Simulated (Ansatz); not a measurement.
**BeTe: band gap under strain**

Aim: follow the gap of BeTe built on the zincblende prototype through these states: no strain; -4.0 % biaxial strain in the (111) plane, free along [111]; -3.0 % biaxial strain in the (111) plane, free along [111]. The table at the end shows which levels were run.

Code: Ansatz 0.2.0. PAW datasets, plane waves. (Simulation; spin polarisation is off.)

### 1 The cell

The unstrained cell was relaxed with r2SCAN; in each strained cell the atoms were relaxed again with r2SCAN. Names of k-points are those of the unstrained zone, where strain can split equivalent points. First state: no strain.

The symmetry is F-43m (No. 216, cubic); conventional cell a = 5.657 Å, 22.63 Å³ an atom. Around Be lie 4 Te at 2.45 Å; around Te lie 4 Be at 2.45 Å.

Structure file:

```cif
data_structure
_symmetry_space_group_name_H-M 'F-43m'
_symmetry_Int_Tables_number 216
_cell_length_a 5.6572
_cell_length_b 5.6572
_cell_length_c 5.6572
_cell_angle_alpha 90.000
_cell_angle_beta 90.000
_cell_angle_gamma 90.000
_cell_volume 181.06
loop_
_atom_site_label
_atom_site_type_symbol
_atom_site_symmetry_multiplicity
_atom_site_Wyckoff_symbol
_atom_site_fract_x
_atom_site_fract_y
_atom_site_fract_z
_atom_site_occupancy
Be1 Be 4 a 0.00000 0.00000 0.00000 1
Te1 Te 4 d 0.25000 0.25000 0.75000 1
```

### 2 No strain: PBE

input.yaml

```yaml
crystal:
  lattice:
    - [0.0, 2.8286236255, 2.8286236255]
    - [2.8286236255, 0.0, 2.8286236255]
    - [2.8286236255, 2.8286236255, 0.0]
  atoms:
    - { symbol: Be, position: [0.0, 0.0, 0.0] }
    - { symbol: Te, position: [0.25, 0.25, 0.25] }
kpoints:
  mp_grid: { grid: [8, 8, 8] }
  band_path:
    path:
      - [0.0, 0.0, 0.0]
      - [-0.5, -0.5, 0.0]
      - [-0.375, -0.375, 0.25]
      - [-0.375, 0.0, 0.375]
      - [0.0, 0.0, 0.5]
      - [-0.5, -0.25, 0.25]
      - [0.0, 0.5, 0.5]
    npoints: 1
hamiltonian:
  xc: pbe
scf:
  occupations: { method: fermi_dirac, width: 0.02 }
  n_extra_bands: 4
output:
  forces: true
  stress: true
  eigenvalues: true
```

The run is started by

```console
ansatz run input.yaml --threads 2 --pin off --max-ram 18432MiB --backend cpu --events-out ev --progress --plain --runs-dir out
```

The runs that follow: No strain: r2SCAN; No strain: HSE06; No strain: r2SCAN+SOC; No strain: r2SCAN; No strain: G0W0@PBE; -4.0 % biaxial strain in the (111) plane, free along [111]: PBE; -4.0 % biaxial strain in the (111) plane, free along [111]: r2SCAN; -4.0 % biaxial strain in the (111) plane, free along [111]: HSE06; -4.0 % biaxial strain in the (111) plane, free along [111]: r2SCAN+SOC; -4.0 % biaxial strain in the (111) plane, free along [111]: r2SCAN; -4.0 % biaxial strain in the (111) plane, free along [111]: G0W0@PBE; -3.0 % biaxial strain in the (111) plane, free along [111]: PBE; -3.0 % biaxial strain in the (111) plane, free along [111]: r2SCAN; -3.0 % biaxial strain in the (111) plane, free along [111]: HSE06; -3.0 % biaxial strain in the (111) plane, free along [111]: r2SCAN+SOC; -3.0 % biaxial strain in the (111) plane, free along [111]: r2SCAN; -3.0 % biaxial strain in the (111) plane, free along [111]: G0W0@PBE.

What does the calculation give?

The runs gave:

Least gap in eV (negative: overlap), with the change from the unstrained cell in brackets. G0W0 is on its own coarse mesh.

```
                                                     state  volume change (%)           PBE        r2SCAN         HSE06          G0W0
                                                 no strain               +0.0          2.02          2.37          2.69          2.83
-4.0 % biaxial strain in the (111) plane, free along [111]               -6.4  1.59 (-0.43)  1.91 (-0.46)  2.24 (-0.45)  2.37 (-0.46)
-3.0 % biaxial strain in the (111) plane, free along [111]               -4.8  1.72 (-0.30)  2.06 (-0.31)  2.38 (-0.31)  2.52 (-0.31)
```

In words: The largest move of the HSE06 gap in the table is -0.457 eV, under -4.0 % biaxial strain in the (111) plane, free along [111]. PBE and HSE06 differ by 0.67 eV on the unstrained gap, and by at most 0.02 eV on its change: the two disagree on the size of the gap but agree on its response to strain. Spin-orbit coupling is left out of the table, though the cell holds Te (Z = 52); in an element this heavy it can shift bands and gaps by tenths of an eV. G0W0 here is at a finite number of bands, screening cutoff and k mesh, not at the basis limit.
